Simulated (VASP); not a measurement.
Runs of VASP 6.6.1 on WC (Qusongite). The structure is hexagonal, space group P-6m2 (No. 187). The conventional cell has a = 2.907 Å, b = 2.907 Å, c = 2.837 Å, α = 90.00°, β = 90.00°, γ = 120.00°. Around W (site symmetry -6m2) lie 6 C at 2.20 Å. C (site symmetry -6m2) is surrounded by 6 W at 2.20 Å. 

| task | level | potentials or basis | cell | cutoff (eV) | smearing | gap on the mesh (eV) | pressure (GPa) | relaxed volume (Å³/atom) |
| --- | --- | --- | --- | --- | --- | --- | --- | --- |
| relaxation of cell and atoms | PBE | VASP PAW PBE potentials, release 54 (W_sv, C) | relaxed | 600 | fermi-dirac 0.05 eV | none | 0.1 | 10.55 |
| single point | PBE | VASP PAW PBE potentials, release 64 (W_sv, C) | as given | 520 | gaussian 0.029 eV | none | 6.7 | - |
| band structure | PBE | VASP PAW PBE potentials, release 54 (W_sv, C) | as given | 520 | fermi-dirac 0.05 eV | - | 6.7 | - |
| relaxation of cell and atoms | PW91 | VASP PAW PBE potentials, release 64 (W_sv, C) | relaxed | 600 | fermi-dirac 0.05 eV | none | 0.2 | 10.60 |
| single point | PBE | VASP PAW PBE potentials, release 64 (W_sv, C) | as given | 520 | gaussian 0.011 eV | none | 6.7 | - |
| relaxation of cell and atoms | PBE | VASP PAW PBE potentials, release 54 (W, C) | relaxed | 580 | fermi-dirac 0.05 eV | none | 0.1 | (a) |

Alike in all rows: no spin polarisation; k mesh 10 × 10 × 9.

Task: Fill in the values left out.

Result: (a) 10.49.

Caveats: spin-orbit coupling is left out, which moves the levels of the heavy elements (some runs); the PAW data sets were made with another functional, which shifts forces and pressure a little (some runs).

A k mesh can miss the band edges, and the runs leave out spin-orbit coupling on W.

A gap of «none» marks a metal or a gap under the smearing width.

The runs don't all hold the same shells in valence.
